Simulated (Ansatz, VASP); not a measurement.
**Two plane-wave programs on CdS**

Contents of INCAR:

```
  ALGO = Normal
  EDIFF = 1E-7
  ENCUT = 520
  GGA = PE
  ISIF = 2
  ISMEAR = 0
  LASPH = T
  LCHARG = T
  LELF = T
  LREAL = F
  LVHAR = T
  LWAVE = F
  NBANDS = 26
  NELM = 100
  PREC = Accurate
  SIGMA = 0.01
```

KPOINTS

```
k-points
0
Gamma
  9 9 4
```

The input POSCAR:

```
CdS
1.0
    4.1963020496      0.0000000000      0.0000000000
   -2.0981510248      3.6341041769      0.0000000000
    0.0000000000      0.0000000000      6.8304216542
Cd S
2 2
Direct
    0.3333333333      0.6666666667     -0.0615000000
    0.6666666667      0.3333333333      0.4385000000
    0.3333333333      0.6666666667      0.4385000000
    0.6666666667      0.3333333333      0.9385000000
```

Input for Ansatz:

```yaml
crystal:
  lattice:
    - [4.1963020496, 0.0, 0.0]
    - [-2.0981510248, 3.6341041769, 0.0]
    - [0.0, 0.0, 6.8304216542]
  atoms:
    - { symbol: Cd, position: [0.3333333333, 0.6666666667, -0.0615] }
    - { symbol: Cd, position: [0.6666666667, 0.3333333333, 0.4385] }
    - { symbol: S, position: [0.3333333333, 0.6666666667, 0.4385] }
    - { symbol: S, position: [0.6666666667, 0.3333333333, 0.9385] }
basis:
  ecutwfc: 420
  xc_grid: 2
kpoints:
  mp_grid: { grid: [9, 9, 4] }
hamiltonian:
  xc: pbe
  pseudopotentials: { kind: paw, azcp: { folder: soft_1 } }
scf:
  occupations: { method: fixed }
output:
  forces: true
  stress: true
  eigenvalues: true
  polarization: {}
```

Change from the starting cell: polar distortion scaled by 0.00.

Alike in both runs: task single point; functional PBE; k mesh 9 × 9 × 4; no spin polarisation.

|  | VASP | Ansatz |
| --- | --- | --- |
| version | VASP 6.6.1 | Ansatz 0.2.0 |
| potentials or method | VASP PAW PBE potentials, release 64 (Cd, S) | scalar-relativistic, plane waves, PAW |
| plane-wave cutoff (eV) | 520 | 420 |
| occupations | gaussian, width 0.01 eV | fixed |
| valence electrons in the cell | 36 | 52 |

```tsv
	VASP	Ansatz	Ansatz less VASP
gap on the k mesh at the Fermi level (eV)	1.38	1.37	-0.006
least direct gap on the mesh (eV)	1.38	1.37	-0.006
pressure (GPa)	3.8	3.4	-0.38
largest component of the traceless stress (GPa)	5.40	5.08	-0.327
```

The two sets of potentials don't hold the same shells in valence.
